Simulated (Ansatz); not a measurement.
# Transmission past a defect: Mo wire along [110], 5 atoms a period, F placed on top of one Mo

Wanted: the relaxed defect and the transmission past it, beside the channels of the perfect wire.

Program: Ansatz 0.2.0. Level of theory: DFT PBE, plane waves, PAW; relaxation of a wire's period, in the first sound run; inputs show where later runs differ. Results are calculated unless marked as measured.

**1. The starting structure**

The cell holds 5 atoms: 5 Mo. Its edges and angles: a = 9.960 Å, b = 9.034 Å, c = 4.469 Å, α = 90.0°, β = 90.0°, γ = 90.0°. Vacuum lies along a and b. The structure's axis is c.

**2. The relaxed wire**

Band widths follow the bond lengths, so the wire is relaxed first. The atoms and the third cell vector are free; the box across stays fixed as vacuum. A Fermi-Dirac smearing is set since the result may be a metal. The pressure printed is a third of the stress's trace over the whole box, vacuum included; only the stress along the axis is relaxed.

File input.yaml:

```yaml
crystal:
  lattice:
    - [9.96, 0.0, 0.0]
    - [0.0, 9.034, 0.0]
    - [0.0, 0.0, 4.4689148571]
  atoms:
    - { symbol: Mo, position: [0.5, 0.376355988, 0.0] }
    - { symbol: Mo, position: [0.658634538, 0.623694646, 0.0] }
    - { symbol: Mo, position: [0.341365462, 0.376355988, 0.5] }
    - { symbol: Mo, position: [0.5, 0.623694646, 0.5] }
    - { symbol: Mo, position: [0.658634538, 0.376355988, 0.5] }
kpoints:
  mp_grid: { grid: [1, 1, 18] }
scf:
  occupations: { method: fermi_dirac, width: 0.05 }
hamiltonian:
  xc: pbe
relax:
  cell: { fix: [a, b, alpha, beta, gamma] }
  max_steps: 60
```

Command:

```sh
ansatz run input.yaml --threads 4 --pin off --max-ram 16384MiB --backend cpu --events-out ev --progress --plain --runs-dir out
```

Numbers of over 12 decimals in the logs are rounded to 6 here.

Output:

```text
Engine: ansatz 0.2.0, aarch64-unknown-linux-gnu
Pseudopotentials: kind: paw
Pseudopotential: Mo, paw, valence charge 14, recommended cutoff 420 eV (normal), Mo.paw.azcp
Functional definition: PBE
  parameter kappa = 0.804
  parameter beta = 0.066725
  exchange = pbe_x(kappa = kappa, mu = beta*pi^2/3)
  correlation = pbe_c(beta = beta)
Crystal: 5 atoms, lattice volume = 402.107 Å³
Basis set: ecut = 420 eV, 7873 PW (Γ), exchange–correlation on 144×128×60 points (8 copies of the dense FFT grid, shifted against one another)
Bands: 42, of which v1, the nominal top of the filled ones, is band 35 counted from 1 (34 counted from 0)
Symmetry: 2 space group operations
Space group: Pm (ITA 6), of the structure as read, at distance tolerance 7.4e-5 Å
k-points: 10 of 18
Non-local potential: Mo, projectors of the file, l = 0: 3, l = 1: 2, l = 2: 2, l = 3: 1
PAW form: soft (Blöchl's): semilocal exchange-correlation on the pseudo side does not see the compensation charge
PAW one-centre angular grid: Mo, 590 points (default); XC on 64 Gauss nodes
Initial density: superposition of atomic densities (neutral atoms: chi_scale 0, normalization atom), corrected by the library's trained network
Initial wavefunctions: pseudopotential atomic-orbital guess
Functional: x = pbe(κ = 0.804, μ = 0.219515), c = pbe(β = 0.066725)
SCF iter   1: F=—  HF=-24764.483619 eV  |F-HF|=—  |Δ(HF+E_count)|=         —  Δρ=9.78e-3  dr2=7.38e-1  ethr=1.77e-3  ⟨swp⟩=7.2  Hψ=1637  notcnv=0
preconditioner: auto → LDOS  [metal: Δε(μ)=0.008 eV  Ē_g=2.231 eV  σ=0.050 eV  W_gap=0.04  n_scr=64 (ndim 8)  ℏωp=10.1 eV  f_vac=0.560  D(μ)=15.08/eV (n_scr^D=120)  β→1.0]
SCF iter   2: F=—  HF=-24764.460441 eV  |F-HF|=—  |Δ(HF+E_count)|=   2.32e-2  Δρ=7.81e-3  dr2=4.22e-1  ethr=1.05e-3  ⟨swp⟩=2.7  Hψ=700  notcnv=0
SCF iter   3: F=—  HF=-24764.438605 eV  |F-HF|=—  |Δ(HF+E_count)|=   2.18e-2  Δρ=3.12e-3  dr2=1.03e-1  ethr=6.03e-4  ⟨swp⟩=2.3  Hψ=667  notcnv=0
SCF iter   4: F=—  HF=-24764.435010 eV  |F-HF|=—  |Δ(HF+E_count)|=   3.60e-3  Δρ=1.19e-3  dr2=1.66e-2  ethr=1.47e-4  ⟨swp⟩=1.7  Hψ=427  notcnv=0
SCF iter   5: F=—  HF=-24764.434227 eV  |F-HF|=—  |Δ(HF+E_count)|=   7.83e-4  Δρ=4.95e-4  dr2=2.57e-3  ethr=2.37e-5  ⟨swp⟩=1.6  Hψ=430  notcnv=0
SCF iter   6: F=—  HF=-24764.434317 eV  |F-HF|=—  |Δ(HF+E_count)|=   9.00e-5  Δρ=2.30e-4  dr2=7.55e-4  ethr=3.67e-6  ⟨swp⟩=2.0  Hψ=522  notcnv=0
SCF iter   7: F=—  HF=-24764.434330 eV  |F-HF|=—  |Δ(HF+E_count)|=   1.33e-5  Δρ=1.11e-4  dr2=1.56e-4  ethr=1.08e-6  ⟨swp⟩=2.0  Hψ=464  notcnv=0
SCF iter   8: F=—  HF=-24764.434336 eV  |F-HF|=—  |Δ(HF+E_count)|=   5.82e-6  Δρ=5.93e-5  dr2=3.50e-5  ethr=2.23e-7  ⟨swp⟩=1.5  Hψ=451  notcnv=0
SCF iter   9: F=—  HF=-24764.434609 eV  |F-HF|=—  |Δ(HF+E_count)|=   2.74e-4  Δρ=3.36e-5  dr2=1.57e-5  ethr=4.99e-8  ⟨swp⟩=1.9  Hψ=445  notcnv=0
SCF iter  10: F=—  HF=-24764.434609 eV  |F-HF|=—  |Δ(HF+E_count)|=   3.29e-7  Δρ=1.37e-5  dr2=2.03e-6  ethr=2.24e-8  ⟨swp⟩=1.6  Hψ=428  notcnv=0
SCF iter  11: F=—  HF=-24764.434609 eV  |F-HF|=—  |Δ(HF+E_count)|=   2.06e-7  Δρ=6.29e-6  dr2=4.27e-7  ethr=2.89e-9  ⟨swp⟩=2.0  Hψ=506  notcnv=0
SCF iter  12: F=-24764.434609 eV  HF=-24764.434609 eV  |F-HF|=6.49e-9  |Δ(HF+E_count)|=   5.25e-8  Δρ=1.81e-6  dr2=2.23e-8  ethr=1.43e-10  ⟨swp⟩=4.0  Hψ=1548  notcnv=0
SCF 1 converged in 12 iterations: F = -24764.434609 eV  dr2 = 2.23e-8
  greatest PAW one-centre occupation: 0.998 electrons in one spin orbital (limit 2), on the Mo atom at site 1 (counted from 0), in its partial waves of l = 0
relax step   1: F+E_penalty+E_count = -24764.43460936 eV  Δ(F+E_penalty+E_count) = +0.000e0 eV  max|allowed force component| = 3.905e0 eV/Å  Δτ_max = 0.0000 Å  P = -7.118 GPa  Ω = 402.107 Å³  fix = [a, b, alpha, beta, gamma]  reactions: a -6.095, b -5.624 GPa; gamma +1.006 GPa/rad  (12 SCF iters, dr2 threshold 1.00e-7 eV, accepted)
Crystal: 5 atoms, lattice volume = 393.326 Å³
Basis set: ecut = 420 eV, 7709 PW (Γ), exchange–correlation on 144×128×60 points (8 copies of the dense FFT grid, shifted against one another)
Initial density: handed on by an earlier stage of this run
Initial wavefunctions: those handed on with the density
SCF iter   1: F=—  HF=-24767.276494 eV  |F-HF|=—  |Δ(HF+E_count)|=         —  Δρ=1.96e-2  dr2=2.58e0  ethr=3.10e-3  ⟨swp⟩=11.1  Hψ=2118  notcnv=0
preconditioner: auto → LDOS  [metal: Δε(μ)=0.011 eV  Ē_g=2.916 eV  σ=0.050 eV  W_gap=0.05  n_scr=64 (ndim 8)  ℏωp=10.3 eV  f_vac=0.593  D(μ)=12.37/eV (n_scr^D=94)  β→1.0]
SCF iter   2: F=—  HF=-24767.299279 eV  |F-HF|=—  |Δ(HF+E_count)|=   2.28e-2  Δρ=1.62e-2  dr2=2.59e0  ethr=3.10e-3  ⟨swp⟩=3.2  Hψ=758  notcnv=0
SCF iter   3: F=—  HF=-24767.075183 eV  |F-HF|=—  |Δ(HF+E_count)|=   2.24e-1  Δρ=4.60e-3  dr2=2.05e-1  ethr=3.10e-3  ⟨swp⟩=2.4  Hψ=694  notcnv=0
SCF iter   4: F=—  HF=-24767.066770 eV  |F-HF|=—  |Δ(HF+E_count)|=   8.41e-3  Δρ=1.93e-3  dr2=4.07e-2  ethr=2.92e-4  ⟨swp⟩=2.4  Hψ=544  notcnv=0
SCF iter   5: F=—  HF=-24767.066594 eV  |F-HF|=—  |Δ(HF+E_count)|=   1.76e-4  Δρ=7.65e-4  dr2=5.01e-3  ethr=5.81e-5  ⟨swp⟩=2.4  Hψ=543  notcnv=0
SCF iter   6: F=—  HF=-24767.066705 eV  |F-HF|=—  |Δ(HF+E_count)|=   1.10e-4  Δρ=3.09e-4  dr2=9.74e-4  ethr=7.16e-6  ⟨swp⟩=2.1  Hψ=547  notcnv=0
SCF iter   7: F=—  HF=-24767.066720 eV  |F-HF|=—  |Δ(HF+E_count)|=   1.58e-5  Δρ=8.54e-5  dr2=5.87e-5  ethr=1.39e-6  ⟨swp⟩=2.0  Hψ=527  notcnv=0
SCF iter   8: F=—  HF=-24767.066982 eV  |F-HF|=—  |Δ(HF+E_count)|=   2.62e-4  Δρ=4.30e-5  dr2=1.50e-5  ethr=8.38e-8  ⟨swp⟩=2.0  Hψ=569  notcnv=0
SCF iter   9: F=—  HF=-24767.066984 eV  |F-HF|=—  |Δ(HF+E_count)|=   1.99e-6  Δρ=1.94e-5  dr2=3.69e-6  ethr=2.15e-8  ⟨swp⟩=2.0  Hψ=577  notcnv=0
SCF iter  10: F=-24767.066984 eV  HF=-24767.066984 eV  |F-HF|=2.00e-7  |Δ(HF+E_count)|=   2.25e-7  Δρ=7.99e-6  dr2=4.67e-7  ethr=7.14e-10  ⟨swp⟩=4.0  Hψ=1726  notcnv=0
SCF 2 converged in 10 iterations: F = -24767.066984 eV  dr2 = 4.67e-7
  greatest PAW one-centre occupation: 0.999 electrons in one spin orbital (limit 2), on the Mo atom at site 1 (counted from 0), in its partial waves of l = 0
relax step   2: F+E_penalty+E_count = -24767.06698404 eV  Δ(F+E_penalty+E_count) = -2.632e0 eV  max|allowed force component| = 1.575e0 eV/Å  Δτ_max = 0.1950 Å  P = -2.490 GPa  Ω = 393.326 Å³  energy of the carried Pulay correction = +3.950e-4 eV  fix = [a, b, alpha, beta, gamma]  reactions: a -1.447, b -2.020 GPa; gamma +0.564 GPa/rad  (10 SCF iters, dr2 threshold 5.00e-7 eV, accepted)
Crystal: 5 atoms, lattice volume = 384.024 Å³
Basis set: ecut = 420 eV, 7481 PW (Γ), exchange–correlation on 144×128×60 points (8 copies of the dense FFT grid, shifted against one another)
[...]
relax step  36: F+E_penalty+E_count = -24767.88440094 eV  Δ(F+E_penalty+E_count) = -5.971e-4 eV  max|allowed force component| = 3.230e-2 eV/Å  Δτ_max = 0.0430 Å  P = -0.027 GPa  Ω = 369.726 Å³  energy of the carried Pulay correction = +1.501e-3 eV  fix = [a, b, alpha, beta, gamma]  reactions: a +0.072, b -0.174 GPa; gamma +0.010 GPa/rad  (9 SCF iters, dr2 threshold 2.15e-7 eV, accepted)
relax step  37: F+E_penalty+E_count = -24767.88413330 eV  Δ(F+E_penalty+E_count) = +2.676e-4 eV  max|allowed force component| = 1.028e-1 eV/Å  Δτ_max = 0.0723 Å  P = -0.164 GPa  Ω = 369.872 Å³  energy of the carried Pulay correction = +1.494e-3 eV  fix = [a, b, alpha, beta, gamma]  (10 SCF iters, dr2 threshold 6.52e-8 eV, rejected (line search))
relax step  38: F+E_penalty+E_count = -24767.88464506 eV  Δ(F+E_penalty+E_count) = -2.441e-4 eV  max|allowed force component| = 1.750e-2 eV/Å  Δτ_max = 0.0331 Å  P = -0.040 GPa  Ω = 369.844 Å³  energy of the carried Pulay correction = +1.496e-3 eV  fix = [a, b, alpha, beta, gamma]  reactions: a +0.069, b -0.184 GPa; gamma +0.014 GPa/rad  (14 SCF iters, accepted)
relax step  39: F+E_penalty+E_count = -24767.88464137 eV  Δ(F+E_penalty+E_count) = +3.684e-6 eV  max|allowed force component| = 3.804e-2 eV/Å  Δτ_max = 0.0504 Å  P = -0.089 GPa  Ω = 369.778 Å³  energy of the carried Pulay correction = +1.499e-3 eV  fix = [a, b, alpha, beta, gamma]  (11 SCF iters, dr2 threshold 1.92e-8 eV, rejected (line search))
relax step  40: F+E_penalty+E_count = -24767.88474589 eV  Δ(F+E_penalty+E_count) = -1.008e-4 eV  max|allowed force component| = 8.632e-3 eV/Å  Δτ_max = 0.0246 Å  P = -0.045 GPa  Ω = 369.776 Å³  energy of the carried Pulay correction = +1.499e-3 eV  fix = [a, b, alpha, beta, gamma]  reactions: a +0.062, b -0.183 GPa; gamma +0.008 GPa/rad  (13 SCF iters, accepted)
relax step  41: F+E_penalty+E_count = -24767.88477134 eV  Δ(F+E_penalty+E_count) = -2.546e-5 eV  max|allowed force component| = 1.347e-2 eV/Å  Δτ_max = 0.0198 Å  P = -0.049 GPa  Ω = 369.694 Å³  energy of the carried Pulay correction = +1.503e-3 eV  fix = [a, b, alpha, beta, gamma]  reactions: a +0.050, b -0.182 GPa; gamma +0.002 GPa/rad  (12 SCF iters, accepted)
relax step  42: F+E_penalty+E_count = -24767.88476543 eV  Δ(F+E_penalty+E_count) = +5.916e-6 eV  max|allowed force component| = 1.073e-2 eV/Å  Δτ_max = 0.0088 Å  P = -0.050 GPa  Ω = 369.657 Å³  energy of the carried Pulay correction = +1.505e-3 eV  fix = [a, b, alpha, beta, gamma]  (9 SCF iters, dr2 threshold 1.13e-8 eV, rejected (line search))
relax step  43: F+E_penalty+E_count = -24767.88478411 eV  Δ(F+E_penalty+E_count) = -1.276e-5 eV  max|allowed force component| = 4.086e-3 eV/Å  Δτ_max = 0.0008 Å  P = -0.035 GPa  Ω = 369.635 Å³  energy of the carried Pulay correction = +1.506e-3 eV  fix = [a, b, alpha, beta, gamma]  reactions: a +0.067, b -0.173 GPa; gamma +0.005 GPa/rad  (12 SCF iters, accepted)
Initial wavefunctions: pseudopotential atomic-orbital guess (no wavefunctions were taken with the density)
iter 1 solved again at ethr=1.40e-6 eV; its pass at ethr=3.10e-3 eV (dr2=9.82e-4 eV) is discarded
SCF iter   1: F=—  HF=-24767.882720 eV  |F-HF|=—  |Δ(HF+E_count)|=         —  Δρ=9.58e-5  dr2=4.48e-6  ethr=1.40e-6  ⟨swp⟩=4.3  Hψ=2949  notcnv=0
eigensolver tolerance schedule: the retry pair's looser diagonalisation over-reported the residual by 218.32 of it (diagonalisation noise at 0.11 of the residual, at the tolerance the schedule requests for it); recorded, not acted on — ethr = c·dr2/N_el stays at c = 1.0e-1
preconditioner: auto → LDOS  [metal: Δε(μ)=0.023 eV  Ē_g=3.148 eV  σ=0.050 eV  W_gap=0.11  n_scr=56 (ndim 8)  ℏωp=10.6 eV  f_vac=0.588  D(μ)=9.65/eV (n_scr^D=74)  β→1.0]
SCF iter   2: F=—  HF=-24767.883109 eV  |F-HF|=—  |Δ(HF+E_count)|=   3.89e-4  Δρ=1.57e-5  dr2=8.87e-7  ethr=6.40e-9  ⟨swp⟩=2.5  Hψ=793  notcnv=0
SCF iter   3: F=—  HF=-24767.883109 eV  |F-HF|=—  |Δ(HF+E_count)|=   1.76e-7  Δρ=7.00e-6  dr2=3.93e-7  ethr=1.27e-9  ⟨swp⟩=2.0  Hψ=751  notcnv=0
SCF iter   4: F=—  HF=-24767.883109 eV  |F-HF|=—  |Δ(HF+E_count)|=   6.88e-8  Δρ=2.09e-6  dr2=1.67e-8  ethr=5.62e-10  ⟨swp⟩=2.0  Hψ=571  notcnv=0
SCF iter   5: F=—  HF=-24767.883109 eV  |F-HF|=—  |Δ(HF+E_count)|=   4.95e-9  Δρ=4.82e-7  dr2=9.47e-10  ethr=2.38e-11  ⟨swp⟩=3.0  Hψ=916  notcnv=0
SCF iter   6: F=—  HF=-24767.883109 eV  |F-HF|=—  |Δ(HF+E_count)|=  2.91e-11  Δρ=2.97e-7  dr2=7.77e-10  ethr=1.35e-12  ⟨swp⟩=3.0  Hψ=939  notcnv=0
SCF iter   7: F=—  HF=-24767.883109 eV  |F-HF|=—  |Δ(HF+E_count)|=  3.64e-11  Δρ=9.69e-8  dr2=1.05e-10  ethr=1.11e-12  ⟨swp⟩=2.1  Hψ=574  notcnv=0
SCF iter   8: F=-24767.883109 eV  HF=-24767.883109 eV  |F-HF|=3.64e-11  |Δ(HF+E_count)|=    0.00e0  Δρ=4.82e-8  dr2=2.27e-11  ethr=1.00e-12  ⟨swp⟩=4.2  Hψ=1303  notcnv=0
SCF 44 converged in 8 iterations: F = -24767.883109 eV  dr2 = 2.27e-11
relax step  44: F+E_penalty+E_count = -24767.88310862 eV  Δ(F+E_penalty+E_count) = +1.675e-3 eV  max|allowed force component| = 4.493e-3 eV/Å  Δτ_max = 0.0000 Å  P = -0.033 GPa  Ω = 369.635 Å³  fix = [a, b, alpha, beta, gamma]  reactions: a +0.071, b -0.170 GPa; gamma +0.006 GPa/rad  stress off target by 1.65e-3 GPa on what of the cell is left free  SCF on the basis re-selected at this cell (its energy is not comparable with the rows above)  (8 SCF iters)
basis re-selected at this cell: Δ(F+E_penalty+E_count) = +1.675e-3 eV, ΔP = +0.002 GPa vs the last step (what re-selecting the basis moved, of the pressure what is left beyond the Pulay correction that the steps carried, after the strain that the cell walked since its last selection, with what the two solves' SCF thresholds leave and, on support functions, any second-order correction that the steps lacked; it is no m [...]
SCF converged after 8 iterations
Free energy (F): -24767.883109 eV
Harris-Foulkes:  -24767.883109 eV  (|F-HF|=3.64e-11)
Internal energy: -24767.808000 eV  (E = F + TS)
E sigma→0 (E₀):  -24767.845554 eV
Entropy (-TS):   -0.075108 eV (-15.022 meV/atom)
Fermi energy:    1.692580 eV
--- Per-component energies (eV) ---
  E_band       = -1603.870589
  E_kinetic    = 2205.299360
  E_local      = -21393.051894  (includes V_loc(G=0)·N_el)
  E_nonlocal   = 732.060274
  E_hartree    = 9355.296019
  E_xc         = -906.996816
  E_vxc        = -1130.563868  (∫ρ·V_xc dr)
  E_paw        = -16012.143082  (= ΣΔE_a)
  E_vpaw       = -728.206722  (= ΣTr[D̂ρ^β])
  E_aug_tail   = 0.000222  (compensation charges beyond the density's cutoff)
  E_ewald      = 1251.727917
  E_smearing   = -0.075108  (= −TS)
  E_closure    = 0.000000  (closes the sum)
  Σ components = -24767.883109   (vs F -24767.883109, Δ=0.00e0)
--- Forces (eV/Å), atoms counted from 1 ---
  atom   1  Mo    -0.00224142    -0.00094658    -0.00000000
  atom   2  Mo     0.00387659    -0.00195183     0.00000000
  atom   3  Mo    -0.00184545    -0.00073714    -0.00000000
  atom   4  Mo     0.00149504     0.00449374     0.00000000
  atom   5  Mo    -0.00128344    -0.00085304    -0.00000000
  max |Σ_I F_I| component: 5.15e-6 eV/Å
--- Stress (GPa, compression-positive) ---
        0.070508      -0.005522       0.000000
       -0.005522      -0.169961      -0.000000
        0.000000      -0.000000       0.001654
  P = ⅓ Tr σ = -0.0326 GPa (-0.326 kbar)
--- Relaxed structure (43 steps of the walk, 35 accepted, 1 SCFs on fresh bases) ---
  F+E_penalty+E_count = -24767.88310862 eV   max|allowed force component| = 4.493e-3 eV/Å   (the final SCF, on the basis selected at the relaxed cell)
  cell:  # Å, volume = 369.6354 Å³
    - [9.96, 0, 0]
    - [0, 9.034, 0]
    - [0, 0, 4.108035]
  atoms:
    - { symbol: Mo, position: [0.443850, 0.437853, 1.3893802125160938e-17] }
    - { symbol: Mo, position: [0.686572, 0.450187, -6.912798306903731e-18] }
    - { symbol: Mo, position: [0.361332, 0.559432, 0.5] }
    - { symbol: Mo, position: [0.591634, 0.599845, 0.5] }
    - { symbol: Mo, position: [0.575247, 0.329140, 0.5] }
```

Elapsed: 3 min, on 4 threads of Arm Neoverse V1, shared host; peak memory 0.65 GiB.

Step by step (22 of 44):

```csv
step,energy less that of the first step (eV),largest force component (eV/Å),pressure (GPa),volume (Å³)
1,0.0000,3.9047,-7.12,402.11
3,-3.0797,2.0391,1.33,384.02
5,-3.3723,0.3776,-0.04,364.85
7,-3.3879,0.0934,0.13,368.34
9,-3.3919,0.0785,-0.02,373.41
11,-3.3925,0.0202,0.05,373.08
13,-3.3953,0.0275,0.04,373.11
15,-3.3961,0.3029,-0.32,372.92
17,-3.4033,0.1025,-0.02,371.52
19,-3.4070,0.3733,0.46,366.12
21,-3.4077,0.2766,-0.20,369.01
24,-3.4173,0.5970,-0.79,374.97
26,-3.4389,0.0470,-0.06,371.85
28,-3.4418,0.0490,0.00,370.81
30,-3.4442,0.1977,-0.24,369.00
32,-3.4433,0.2098,0.02,370.13
34,-3.4483,0.0938,-0.14,369.76
36,-3.4498,0.0323,-0.03,369.73
38,-3.4500,0.0175,-0.04,369.84
40,-3.4501,0.0086,-0.04,369.78
42,-3.4502,0.0107,-0.05,369.66
44*,-3.4485,0.0045,-0.03,369.64
```

Relaxation steps marked * repeat the geometry before them on a plane-wave basis chosen anew for their cell, so energy and pressure can jump there. Other such steps can lie between the rows shown. Relaxation steps 15, 20, 24, 27, 32, 37, 39, 42 were tried and not accepted.

Forces are held to the 2 operations that the run works with; a distortion that breaks them can't arise in this run.

| cell as run | before | after | change |
| --- | --- | --- | --- |
| c (Å) | 4.469 | 4.108 | -8.1 % |

The atoms that moved most (Å, along periodic axes as changes of fractional coordinates times the final cell, across vacuum about the mean position):

```csv
atom,dx,dy,dz,length
Mo3,0.199,1.654,0.000,1.666
Mo2,0.278,-1.567,0.000,1.592
Mo4,0.913,-0.215,0.000,0.938
Mo5,-0.831,-0.427,0.000,0.934
Mo1,-0.559,0.556,0.000,0.788
```

The relaxed structure:

```xyz
5
Lattice="9.9600 0.0000 0.0000 0.0000 9.0340 0.0000 0.0000 0.0000 4.1080" Properties=species:S:1:pos:R:3
Mo    4.4207    3.9556    0.0000
Mo    6.8383    4.0670    0.0000
Mo    3.5989    5.0539    2.0540
Mo    5.8927    5.4190    2.0540
Mo    5.7295    2.9735    2.0540
```

Numbers from this step:

| Item | Value |
| --- | --- |
| energy at zero smearing | -24767.8456 eV |
| cell length along the wire | 4.108 Å |

The cell's length comes to 4.108 Å with spin left out.

(Continued in part 2 of 3.)

[Logs are printed without paths, hosts, clocks, repeated set-up lines and the standing remarks that a program may print on its own settings, such as how far it seeks lower states.]

[Hosts, paths, dates, database ids (printed as entryN), source tags and the programs' standing remarks are cut or masked in the printed files.]
